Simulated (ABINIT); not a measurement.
# Pb (Fm-3m) in ABINIT: a series of runs, part 2 of 2

ABINIT 10.8.3 (patched build). The steps go on from the part before.

**3. Equation of state, BLYP+D3**

File run.abi:

```
# Datasets: one volume each
ndtset 7
getwfk -1
scalecart1 3*0.9795861087
scalecart2 3*0.9864848297
scalecart3 3*0.9932883884
scalecart4 3*1.0000000000
scalecart5 3*1.0066227096
scalecart6 3*1.0131594038
scalecart7 3*1.0196128224

# Pseudopotentials
pp_dirpath "./"
pseudos "Pb.GGA_PBE-JTH.xml"

# Structure
acell 6.6144323282 6.6144323282 6.6144323282
rprim
     0.0000000000     0.7071067812     0.7071067812
     0.7071067812     0.0000000000     0.7071067812
     0.7071067812     0.7071067812     0.0000000000
ntypat 1
znucl 82
natom 1
typat 1
xred
     0.0000000000     0.0000000000     0.0000000000

# Plane-wave basis
ecut 462.593566 eV
pawecutdg 34.0

# k points
kptopt 1
ngkpt 9 9 9
nshiftk 1
shiftk 0.0 0.0 0.0

# Exchange and correlation
ixc -106131
vdw_xc 6

# Bands and occupations
nband 11
occopt 3
tsmear 0.05 eV

# SCF cycle
nstep 100
tolvrs 1.0e-9

# Output
iomode 3
prtwf 1
prtden 0
prteig 0
prtebands 0
enunit 2
```

Potentials or basis: JTH PAW PBE v2.0.

On the command line:

```
$ abinit run.abi > log 2>&1
```

run.abo:

```text
.Version 10.8.3 of ABINIT
 DATASET    1 : space group Fm -3 m (#225); Bravais cF (face-center cubic)
================================================================================
 Values of the parameters that define the memory need for DATASET  1.
     intxc =       0    ionmov =       0      iscf =      17    lmnmax =      18
     lnmax =       6     mgfft =      27  mpssoang =       3    mqgrid =    3001
     natom =       1  nloc_mem =       2    nspden =       1   nspinor =       1
    nsppol =       1      nsym =      48    n1xccc =       1    ntypat =       1
    occopt =       3   xclevel =       2
       mpw =         652          nfft =       19683          nkpt =          35
 PAW method is used; the additional fine FFT grid is defined by:
   mgfftf=        36    nfftf =     46656
================================================================================
================================================================================
[... 71 lines left out ...]
 DATASET    7 : space group Fm -3 m (#225); Bravais cF (face-center cubic)
================================================================================
 Values of the parameters that define the memory need for DATASET  7.
     intxc =       0    ionmov =       0      iscf =      17    lmnmax =      18
     lnmax =       6     mgfft =      27  mpssoang =       3    mqgrid =    3001
     natom =       1  nloc_mem =       2    nspden =       1   nspinor =       1
    nsppol =       1      nsym =      48    n1xccc =       1    ntypat =       1
    occopt =       3   xclevel =       2
       mpw =         745          nfft =       19683          nkpt =          35
 PAW method is used; the additional fine FFT grid is defined by:
[... 1359 lines left out ...]

 -outvars: echo values of variables after computation  --------
            acell      6.6144323282E+00  6.6144323282E+00  6.6144323282E+00 Bohr
           etotal1    -6.1111047646E+01
           etotal2    -6.1111867125E+01
           etotal3    -6.1112438432E+01
           etotal4    -6.1112886660E+01
           etotal5    -6.1113194090E+01
           etotal6    -6.1113350422E+01
           etotal7    -6.1113418819E+01
            fcart1    -0.0000000000E+00 -0.0000000000E+00 -0.0000000000E+00
            fcart2    -0.0000000000E+00 -0.0000000000E+00 -0.0000000000E+00
            fcart3    -0.0000000000E+00 -0.0000000000E+00 -0.0000000000E+00
            fcart4    -0.0000000000E+00 -0.0000000000E+00 -0.0000000000E+00
            fcart5    -0.0000000000E+00 -0.0000000000E+00 -0.0000000000E+00
            fcart6    -0.0000000000E+00 -0.0000000000E+00 -0.0000000000E+00
            fcart7    -0.0000000000E+00 -0.0000000000E+00 -0.0000000000E+00
            rprim1     0.0000000000E+00  6.9267198023E-01  6.9267198023E-01
                       6.9267198023E-01  0.0000000000E+00  6.9267198023E-01
                       6.9267198023E-01  6.9267198023E-01  0.0000000000E+00
[... 17 lines left out ...]
                       7.2097514092E-01  7.2097514092E-01  0.0000000000E+00
           strten1    -1.4194474384E-04 -1.4194474384E-04 -1.4194474384E-04
                       0.0000000000E+00  0.0000000000E+00  0.0000000000E+00
           strten2    -9.6907485532E-05 -9.6907485532E-05 -9.6907485532E-05
                       0.0000000000E+00  0.0000000000E+00  0.0000000000E+00
           strten3    -5.7403569181E-05 -5.7403569181E-05 -5.7403569181E-05
                       0.0000000000E+00  0.0000000000E+00  0.0000000000E+00
           strten4    -2.2780191778E-05 -2.2780191778E-05 -2.2780191778E-05
                       0.0000000000E+00  0.0000000000E+00  0.0000000000E+00
           strten5     8.0060418434E-06  8.0060418434E-06  8.0060418434E-06
                       0.0000000000E+00  0.0000000000E+00  0.0000000000E+00
           strten6     3.5815846349E-05  3.5815846349E-05  3.5815846349E-05
                       0.0000000000E+00  0.0000000000E+00  0.0000000000E+00
           strten7     6.0831282559E-05  6.0831282559E-05  6.0831282559E-05
                       0.0000000000E+00  0.0000000000E+00  0.0000000000E+00
 Calculation completed.
```

Run time: 43 s. Hardware: 1 thread of Intel Xeon 6975P-C (Granite Rapids), shared host; peak memory 0.13 GiB.

What came out:

| Property | Result |
| --- | --- |
| Equilibrium volume | 32.27 Å³/atom (rough: see the caveat) |
| Bulk modulus | 33 GPa (rough) |

Energy against volume, from the lowest point:
```tsv
volume (Å³/atom)	energy (meV/atom)
28.503	64.52
29.110	42.22
29.716	26.68
30.323	14.48
30.929	6.12
31.535	1.86
32.142	0.00
```

Caveat: the cutoff is too short for stress, so the log's stress isn't used; pressures at fixed basis lie under the slope of the energies; the fit is doubtful: noisy points or a state that changes with volume; the minimum lies outside the volumes run; the PAW data sets were made with another functional, which shifts forces and pressure a little.

**4. Band structure, revPBE**

File run.abi:

```
# Datasets: ground state, then fixed potential
ndtset 2

# Pseudopotentials
pp_dirpath "./"
pseudos "Pb.GGA_PBE-JTH.xml"

# Structure
acell 3*1.0 Angstrom
rprim
     0.0000000000     2.4750200000     2.4750200000
     2.4750200000     0.0000000000     2.4750200000
     2.4750200000     2.4750200000     0.0000000000
ntypat 1
znucl 82
natom 1
typat 1
xred
     0.0000000000     0.0000000000     0.0000000000

# Plane-wave basis
ecut 17.0
pawecutdg 34.0

# Exchange and correlation
ixc 14

# Bands and occupations
occopt 3
tsmear 0.05 eV

# SCF cycle
nstep 100

# Output
iomode 3
prtwf 0
prteig 0
prtebands 0
prtden1 1

# Dataset 1
kptopt1 1
ngkpt1 9 9 9
nshiftk1 1
shiftk1 0.0 0.0 0.0
nband1 11
tolvrs1 1.0e-9

# Dataset 2: bands along G-X-W-K-G-L-U-W-L-K
iscf2 -2
getden2 1
nband2 15
nbdbuf2 2
tolwfr2 1.0e-12
kptopt2 -9
ndivsm2 8
prteig2 1
kptbounds2
     0.0000000000     0.0000000000     0.0000000000
     0.5000000000     0.0000000000     0.5000000000
     0.5000000000     0.2500000000     0.7500000000
     0.3750000000     0.3750000000     0.7500000000
     0.0000000000     0.0000000000     0.0000000000
     0.5000000000     0.5000000000     0.5000000000
     0.6250000000     0.2500000000     0.6250000000
     0.5000000000     0.2500000000     0.7500000000
     0.5000000000     0.5000000000     0.5000000000
     0.3750000000     0.3750000000     0.7500000000
```

Potentials or basis: JTH PAW PBE v2.0.

On the command line:

```
$ abinit run.abi > log 2>&1
```

run.abo:

```text
.Version 10.8.3 of ABINIT
 DATASET    1 : space group Fm -3 m (#225); Bravais cF (face-center cubic)
================================================================================
 Values of the parameters that define the memory need for DATASET  1.
     intxc =       0    ionmov =       0      iscf =      17    lmnmax =      18
     lnmax =       6     mgfft =      27  mpssoang =       3    mqgrid =    3001
     natom =       1  nloc_mem =       2    nspden =       1   nspinor =       1
    nsppol =       1      nsym =      48    n1xccc =       1    ntypat =       1
    occopt =       3   xclevel =       2
       mpw =         696          nfft =       19683          nkpt =          35
 PAW method is used; the additional fine FFT grid is defined by:
   mgfftf=        36    nfftf =     46656
================================================================================
================================================================================

 DATASET    2 : space group Fm -3 m (#225); Bravais cF (face-center cubic)
================================================================================
 Values of the parameters that define the memory need for DATASET  2.
     intxc =       0    ionmov =       0      iscf =      -2    lmnmax =      18
[... 1178 lines left out ...]
 kpt#   4, nband= 15, wtk=  1.00000, kpt=  0.0652  0.0000  0.0652 (reduced coord)
  -0.35622   -0.35551   -0.35551   -0.35116   -0.35072   -0.15481    0.51942    0.52857
   0.52857    0.61856    0.71728    0.75377    0.75541    0.75541    0.76656
 kpt#   5, nband= 15, wtk=  1.00000, kpt=  0.0870  0.0000  0.0870 (reduced coord)
  -0.35639   -0.35518   -0.35518   -0.35135   -0.35057   -0.15168    0.50340    0.51717
   0.51717    0.61056    0.71994    0.75742    0.76731    0.77043    0.77043
 kpt#   6, nband= 15, wtk=  1.00000, kpt=  0.1087  0.0000  0.1087 (reduced coord)
  -0.35662   -0.35475   -0.35475   -0.35158   -0.35040   -0.14767    0.48596    0.50445
[... 386 lines left out ...]
  -0.35794   -0.35319   -0.35065   -0.34979   -0.34648    0.00621    0.16892    0.27132
   0.40877    0.52939    0.77037    0.79884    0.81265    0.91008    0.91341
 kpt# 136, nband= 15, wtk=  1.00000, kpt=  0.4018  0.4018  0.6964 (reduced coord)
  -0.35824   -0.35340   -0.34997   -0.34967   -0.34651    0.01159    0.17820    0.25160
   0.40113    0.52385    0.74985    0.82228    0.83128    0.90770    0.91046
 kpt# 137, nband= 15, wtk=  1.00000, kpt=  0.3929  0.3929  0.7143 (reduced coord)
  -0.35855   -0.35384   -0.34937   -0.34931   -0.34650    0.01663    0.18682    0.23535
   0.39421    0.51904    0.72969    0.84650    0.84905    0.90610    0.90694
 kpt# 138, nband= 15, wtk=  1.00000, kpt=  0.3839  0.3839  0.7321 (reduced coord)
  -0.35882   -0.35439   -0.34888   -0.34887   -0.34639    0.02082    0.19176    0.22614
   0.38811    0.51496    0.71008    0.86429    0.87114    0.90207    0.90937
 kpt# 139, nband= 15, wtk=  1.00000, kpt=  0.3750  0.3750  0.7500 (reduced coord)
  -0.35907   -0.35496   -0.34855   -0.34841   -0.34623    0.02347    0.18930    0.22837
   0.38290    0.51159    0.69112    0.87448    0.89304    0.90176    0.91732

== END DATASET(S) ==============================================================
================================================================================

 -outvars: echo values of variables after computation  --------
            acell      1.8897261259E+00  1.8897261259E+00  1.8897261259E+00 Bohr
           etotal1    -6.1152551498E+01
            fcart1    -0.0000000000E+00 -0.0000000000E+00 -0.0000000000E+00
            rprim      0.0000000000E+00  2.4750200000E+00  2.4750200000E+00
                       2.4750200000E+00  0.0000000000E+00  2.4750200000E+00
                       2.4750200000E+00  2.4750200000E+00  0.0000000000E+00
           strten1    -4.8098673089E-05 -4.8098673089E-05 -4.8098673089E-05
                       0.0000000000E+00  0.0000000000E+00  0.0000000000E+00
 Calculation completed.
```

Run time: 28 s. Hardware: 1 thread of Intel Xeon 6975P-C (Granite Rapids), shared host; peak memory 0.11 GiB.

Results:

| Item | Value |
| --- | --- |
| Free energy | -1664.0457 eV |
| Band gap on the k mesh | none (metal or under the smearing width) |
| Valence electrons inside the program's atomic spheres | Pb 11.40 (radii [1.2714] Å) |

Levels at the corners of the path, in eV from the Fermi level:
```tsv
point	band 3	band 4	band 5	band 6	band 7	band 8	band 9	band 10	band 11	band 12
Γ	-16.99	-16.85	-16.85	-11.62	7.56	7.56	7.56	9.90	11.44	12.65
X	-16.73	-16.68	-16.68	-6.58	-3.14	2.19	2.19	5.53	6.81	18.63
W	-16.93	-16.80	-16.68	-6.47	-1.23	-1.23	0.41	11.00	12.33	12.33
K	-16.78	-16.78	-16.72	-6.66	-2.15	-1.09	3.12	6.62	11.51	16.50
Γ	-16.99	-16.85	-16.85	-11.62	7.56	7.56	7.56	9.90	11.44	12.65
L	-16.98	-16.72	-16.72	-7.99	-4.08	5.72	5.72	9.37	9.61	11.37
U	-16.78	-16.78	-16.72	-6.66	-2.15	-1.09	3.12	6.62	11.51	16.50
W	-16.93	-16.80	-16.68	-6.47	-1.23	-1.23	0.41	11.00	12.33	12.33
L	-16.98	-16.72	-16.72	-7.99	-4.08	5.72	5.72	9.37	9.61	11.37
K	-16.78	-16.78	-16.72	-6.66	-2.15	-1.09	3.12	6.62	11.51	16.50
```

Caveat: the cutoff is too short for stress, so the log's stress isn't used; the PAW data sets were made with another functional, which shifts forces and pressure a little; spin-orbit coupling is left out, which moves the levels of the heavy elements.

**5. Equation of state, PBE**

File run.abi:

```
ndtset 7
getwfk -1
scalecart1 3*0.9795861087
scalecart2 3*0.9864848297
scalecart3 3*0.9932883884
scalecart4 3*1.0000000000
scalecart5 3*1.0066227096
scalecart6 3*1.0131594038
scalecart7 3*1.0196128224

pp_dirpath "./"
pseudos "Pb.GGA_PBE-JTH.xml"

acell 3*1.0
rprim
     0.0000000000     4.6771099530     4.6771099530
     4.6771099530     0.0000000000     4.6771099530
     4.6771099530     4.6771099530     0.0000000000
ntypat 1
znucl 82
natom 1
typat 1
xred
     0.0000000000     0.0000000000     0.0000000000

ecut 12.0
pawecutdg 24.0

kptopt 1
ngkpt 9 9 9
nshiftk 1
shiftk 0.0 0.0 0.0

ixc 11

nband 11
occopt 3
tsmear 0.05 eV

nstep 100
tolvrs 1.0e-9

iomode 3
prtwf 1
prtden 0
prteig 0
prtebands 0
enunit 2
```

On the command line:

```
$ abinit run.abi > log 2>&1
```

Wall time 22 s (1 thread of Intel Xeon 6975P-C (Granite Rapids), shared host); peak memory 0.12 GiB.

It converged, with:

| Property | Result |
| --- | --- |
| Equilibrium volume | 31.82 Å³/atom |
| Bulk modulus | 44 GPa |
| Pressure derivative of the bulk modulus | 4.2 (rough: it moves with the points fitted) |

Energy against volume, from the lowest point:
| volume (Å³/atom) | energy (meV/atom) |
| --- | --- |
| 28.503 | 56.95 |
| 29.110 | 36.78 |
| 29.716 | 21.33 |
| 30.323 | 9.76 |
| 30.929 | 3.33 |
| 31.535 | 0.42 |
| 32.142 | 0.00 |

Caveat: the cutoff is too short for stress, so the log's stress isn't used; pressures at fixed basis lie under the slope of the energies.

**6. Equation of state, LDA**

File run.abi:

```
# Datasets: one volume each
ndtset 7
getwfk -1
scalecart1 3*0.9795861087
scalecart2 3*0.9864848297
scalecart3 3*0.9932883884
scalecart4 3*1.0000000000
scalecart5 3*1.0066227096
scalecart6 3*1.0131594038
scalecart7 3*1.0196128224

# Pseudopotentials
pp_dirpath "./"
pseudos "Pb.LDA_PW-JTH_sp.xml"

# Structure
acell 6.6144323282 6.6144323282 6.6144323282
rprim
     0.0000000000     0.7071067812     0.7071067812
     0.7071067812     0.0000000000     0.7071067812
     0.7071067812     0.7071067812     0.0000000000
ntypat 1
znucl 82
natom 1
typat 1
xred
     0.0000000000     0.0000000000     0.0000000000

# Plane-wave basis
ecut 15.0
pawecutdg 30.0

# k points
kptopt 1
ngkpt 9 9 9
nshiftk 1
shiftk 0.0 0.0 0.0

# Exchange and correlation
ixc 7

# Bands and occupations
nband 6
occopt 3
tsmear 0.00183747

# SCF cycle
nstep 100
tolvrs 1.0e-9

# Output
iomode 3
prtwf 1
prtden 0
prteig 0
prtebands 0
enunit 2
```

Potentials or basis: JTH PAW LDA v2.0 sp.

On the command line:

```
$ abinit run.abi > log 2>&1
```

Run time: 11 s. Hardware: 1 thread of Intel Xeon 6975P-C (Granite Rapids), shared host; peak memory 0.11 GiB.

Results (log left out):

```yaml
Equilibrium_volume: 29.08 Å³/atom
Bulk_modulus: 56 GPa
Pressure_derivative_of_the_bulk_modulus: 5.5
```

Energy against volume, from the lowest point:
```
volume (Å³/atom)  energy (meV/atom)
          28.503               2.10
          29.110               0.00
          29.716               2.26
          30.323               8.38
          30.929              17.83
          31.535              30.18
          32.142              45.10
```

Caveat: pressures at fixed basis lie under the slope of the energies; this set keeps more shells in the core, which shifts pressures and gaps.

**7. Summary**

```tsv
task	level	potentials or basis	spin	cutoff (eV)	fine-grid cutoff	gap on the mesh (eV)	V0 of scaled cells (Å³/atom)	B0 (GPa)
band structure	SOGGA	JTH PAW PBE v2.0	SOC, no magnetisation	463	925.187 eV	none	-	-
equation of state	BLYP+D3	JTH PAW PBE v2.0	off	463	925.187 eV	-	-	-
band structure	revPBE	JTH PAW PBE v2.0	off	463	925.187 eV	none	-	-
equation of state	PBE	JTH PAW PBE v2.0	off	327	653.073 eV	-	31.82	44
equation of state	LDA	JTH PAW LDA v2.0 sp	off	408	816.342 eV	-	29.08	56
```

Alike in all rows: cell as given; k mesh 9 × 9 × 9; smearing fermi-dirac 0.05 eV.

Caveats: the PAW data sets were made with another functional, which shifts forces and pressure a little (some runs); pressures at fixed basis lie under the slope of the energies (some runs); the fit is doubtful: noisy points or a state that changes with volume (some runs); the minimum lies outside the volumes run (some runs); spin-orbit coupling is left out, which moves the levels of the heavy elements (some runs); this set keeps more shells in the core, which shifts pressures and gaps (some runs).

Total energies depend on the potentials used, so only differences within one code and one set of settings carry meaning.

**8. How close it comes**

Step 5. The cell as given is a measured one (30.32 Å³/atom); PBE puts the equilibrium volume +4.9 % from it, thermal expansion not counted.

Step 6. The cell as given is a measured one (30.32 Å³/atom); LDA puts the equilibrium volume -4.1 % from it, thermal expansion not counted.
